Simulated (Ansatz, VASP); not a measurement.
## CdS in VASP and in Ansatz

```
Cd S
1.0
     0.05886    2.97238    2.97238
     2.97238    0.05886    2.97238
     2.97238    2.97238    0.05886
Cd S
1 1
Direct
  0.00000 0.00000 0.00000
  0.75000 0.75000 0.75000
```

Change from the starting cell: equal xy, yz and zx shear strains of +2 %, crystal datasets.

Alike in both runs: task electric field gradients; functional PBEsol; k mesh 7 × 7 × 7; occupations fermi-dirac, width 0.02 eV; no spin polarisation.

|  | VASP | Ansatz |
| --- | --- | --- |
| version | VASP 6.6.1 | Ansatz 0.2.0 |
| potentials or method | VASP PAW PBE potentials, release 64 (Cd, S), cutoff 520 eV | all-electron PAW with datasets made for the crystal, scalar-relativistic |

|  | VASP | Ansatz | Ansatz less VASP |
| --- | --- | --- | --- |
| gap on the k mesh at the Fermi level (eV) | 0.92 | 0.92 | -0.003 |
| pressure (GPa) | -1.4 | -1.7 | -0.33 |
| largest component of the traceless stress (GPa) | 0.92 | 0.90 | -0.021 |
| rms of the force components (eV/Å) | 0.098 | 0.093 | -0.0048 |
| Vzz of the field gradient on the site that differs most (V/Å²) | 21.9 | 20.0 | -1.89 |

Atom by atom the forces differ by 0.005 eV/Å (rms over components). Ansatz ran all-electron here, so the differences hold the error of VASP's frozen core and of both bases. Ansatz warned: «gradients_without_spin_orbit».

Caveats: the PAW data sets were made with another functional, which shifts forces and pressure a little (VASP).
